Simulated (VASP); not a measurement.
Write the native input for VASP 6.6.1 that does the following.

```
Task                   : relaxation of cell and atoms
Functional             : PBE
Potentials or basis    : VASP PAW PBE potentials, release 64 (B, N)
Cutoff                 : 600 eV
k mesh                 : 14 × 14 × 14
Occupations            : gaussian, width 0.03 eV
Spin                   : no spin polarisation
Further INCAR settings : ALGO = Normal; EDIFF = 1e-06; IBRION = 2; EDIFFG = -0.01; NSW = 90; ISIF = 3
```

The structure of BN (Qingsongite) lies in POSCAR:

```
BN
1.0
    0.0000000000      1.8075000000      1.8075000000
    1.8075000000      0.0000000000      1.8075000000
    1.8075000000      1.8075000000      0.0000000000
B N
1 1
Direct
    0.0000000000      0.0000000000      0.0000000000
    0.2500000000      0.2500000000      0.2500000000
```

These files were run (other wordings do the same):

INCAR

```
  PREC = Accurate
  ENCUT = 600
  EDIFF = 1E-6
  ISMEAR = 0
  SIGMA = 0.03
  LREAL = F
  LASPH = T
  NELM = 80
  ALGO = Normal
  ISIF = 3
  LWAVE = F
  LCHARG = F
  GGA = PE
  IBRION = 2
  NSW = 90
  EDIFFG = -0.01
```

KPOINTS

```
Automatic mesh
0
Gamma
  14 14 14
```

Potentials or basis: VASP PAW PBE potentials, release 64 (B, N).

Command:

```sh
$ cat potpaw_PBE.64/B/POTCAR potpaw_PBE.64/N/POTCAR > POTCAR
$ mpirun -np 1 vasp_std > vasp.out
```

Results of the run:

```yaml
Relaxed_volume: 5.95 Å³/atom
Relaxed_cell: a = 2.563 Å, b = 2.563 Å, c = 2.563 Å, α = 60.00°, β = 60.00°, γ = 60.00°
Space_group_after_relaxing_to_0.05_Å: F-43m (No. 216)
Energy_gained_by_relaxing: 0.4 meV/atom
Ionic_steps: 3
Pressure_after_relaxing: 0.0 GPa
Band_gap_on_the_k_mesh: 4.45 eV, indirect (least direct gap 8.78 eV)
```

It took 8.3 s on 1 thread of Intel(R) Xeon(R) 6975P-C (Granite Rapids) (shared host), peak memory 0.12 GiB.
